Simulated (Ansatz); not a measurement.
Input and command of a plane-wave DFT calculation in Ansatz:

```yaml
crystal:
  lattice:
    - [3.8313174605, 0.0, 0.0]
    - [-1.9156587303, 3.3180182508, 0.0]
    - [0.0, 0.0, 6.0793171202]
  atoms:
    - { symbol: Si, position: [0.3333333333, 0.6666666667, 0.0630095] }
    - { symbol: Si, position: [0.6666666667, 0.3333333333, 0.5630095] }
    - { symbol: Si, position: [0.3333333333, 0.6666666667, 0.4369905] }
    - { symbol: Si, position: [0.6666666667, 0.3333333333, 0.9369905] }
basis:
  ecutwfc: 420
kpoints:
  mp_grid: { grid: [12, 12, 6] }
hamiltonian:
  xc: pbesol
scf:
  occupations: { method: gaussian, width: 0.03 }
output:
  forces: true
  stress: true
  eigenvalues: true
```

```bash
ansatz run input.yaml --threads 1 --pin off --max-ram 2560MiB --backend cpu --events-out ev --progress --plain --runs-dir out
```

Processor: AMD EPYC 7R43 64-Core Processor (Zen 3), 1 thread, on a host shared with other jobs.

Question: Estimate time, memory and problem size.

Answer: About 4.1 s on 1 thread of AMD EPYC 7R43 64-Core Processor (Zen 3), on a shared host, peak memory 0.4 GiB. It solves 12 bands at 76 k points (the mesh reduced by the symmetry that the task leaves, which can be less than the crystal's) with about 1497 plane waves, in 6 SCF iterations.
